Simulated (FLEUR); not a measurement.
Sn: band structure with LDA exchange alone (X-alpha)

The system is Sn.

```xyz
2
Lattice="0.0000 3.2333 3.2333 3.2333 0.0000 3.2333 3.2333 3.2333 0.0000" Properties=species:S:1:pos:R:3 pbc="T T T"
Sn    4.8500    4.8500    4.8500
Sn    3.2333    3.2333    3.2333
```

This isn't the form of Sn at room conditions, which is tetragonal (white tin).

```json
{"Program": "FLEUR MaX-R8.1 (later development tree)", "Task": "band structure", "Functional": "LDA exchange alone (X-alpha)", "Potentials or basis": "all-electron", "Basis": "FLAPW", "Kmax": "4.1 1/bohr", "k mesh": "7 × 7 × 7", "Occupations": "fermi-dirac, width 0.05 eV", "Spin": "no spin polarisation", "Gmax": "12.7 1/bohr", "Muffin-tin radii": "Sn 2.45 bohr", "lmax": "Sn 10", "Local orbitals a species": "Sn 5", "Max iterations": "60", "Mixing factor": "0.05", "Mixer": "Anderson", "Mixer history": "15", "Density convergence": "1e-05 me/bohr^3"}
```

```yaml
Band_gap_along_the_path: none (metal or under the smearing width)
Valence_electrons_inside_the_program's_atomic_spheres: Sn 19.84 (radii Sn 2.45 bohr)
```

Levels at the corners of the path, in eV from the Fermi level:
```csv
point,band 18,band 19,band 20,band 21,band 22,band 23,band 24,band 25,band 26,band 27
Γ,-20.74,-10.62,-0.57,0.23,0.23,0.23,2.23,2.23,2.23,4.78
X,-20.67,-7.47,-7.47,-2.40,-2.40,0.76,0.76,7.85,7.85,9.33
W,-20.66,-7.41,-7.41,-3.03,-3.03,3.49,3.49,4.02,4.02,9.17
K,-20.65,-7.88,-6.98,-3.37,-2.03,1.06,3.39,5.81,6.12,6.80
Γ,-20.74,-10.62,-0.57,0.23,0.23,0.23,2.23,2.23,2.23,4.78
L,-20.70,-8.96,-6.28,-1.01,-1.01,-0.01,3.29,3.29,5.44,8.44
U,-20.65,-7.88,-6.98,-3.37,-2.03,1.06,3.39,5.81,6.12,6.80
W,-20.66,-7.41,-7.41,-3.03,-3.03,3.49,3.49,4.02,4.02,9.17
L,-20.70,-8.96,-6.28,-1.01,-1.01,-0.01,3.29,3.29,5.44,8.44
K,-20.65,-7.88,-6.98,-3.37,-2.03,1.06,3.39,5.81,6.12,6.80
U,-20.65,-7.88,-6.98,-3.37,-2.03,1.06,3.39,5.81,6.12,6.80
X,-20.67,-7.47,-7.47,-2.40,-2.40,0.76,0.76,7.85,7.85,9.33
```

Core levels (eV from the Fermi level):
```
atom                                                                                                                             levels
1 Sn  1s1/2 -28955.3, 2s1/2 -4366.2, 2p1/2 -4080.3, 2p3/2 -3850.0, 3s1/2 -837.8, 3p1/2 -721.5, 3p3/2 -679.5, 3d3/2 -473.1, 3d5/2 -464.4
2 Sn  1s1/2 -28955.3, 2s1/2 -4366.2, 2p1/2 -4080.3, 2p3/2 -3850.0, 3s1/2 -837.8, 3p1/2 -721.5, 3p3/2 -679.5, 3d3/2 -473.1, 3d5/2 -464.4
```

It took 47 s on 1 thread of AMD EPYC 7R43 64-Core Processor (Zen 3), on a shared host, peak memory 0.06 GiB.

Caveat: spin-orbit coupling is left out, which moves the levels of the heavy elements.
